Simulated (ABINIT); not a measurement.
The system is SnO.

```
CELL_PARAMETERS angstrom
3.81370 0.00000 0.00000
0.00000 3.81370 0.00000
0.00000 0.00000 4.88691
ATOMIC_POSITIONS crystal
Sn 0.50000 0.00000 0.76463
Sn 0.00000 0.50000 0.23537
O 0.00000 0.00000 0.00000
O 0.50000 0.50000 0.00000
```

The cell is a database's computed one.

Program: ABINIT 10.8.3 (patched build). Alike in all runs: task band structure; potentials or basis JTH PAW PBE v2.0; no spin polarisation; cell as given; k mesh 7 × 7 × 6; cutoff (eV) 762; smearing fermi-dirac 0.05 eV.

**Question.** Order these runs on this cell by their pressure, lowest first.
A. level LDA
B. level RPBE
C. level BLYP
D. level PBEsol

**Answer.** A (-4.1 GPa), D (-1.4 GPa), B (5.3 GPa), C (7.2 GPa).

Caveats: the PAW data sets were made with another functional, which shifts forces and pressure a little.

Runs at the PBE level aren't shown here.
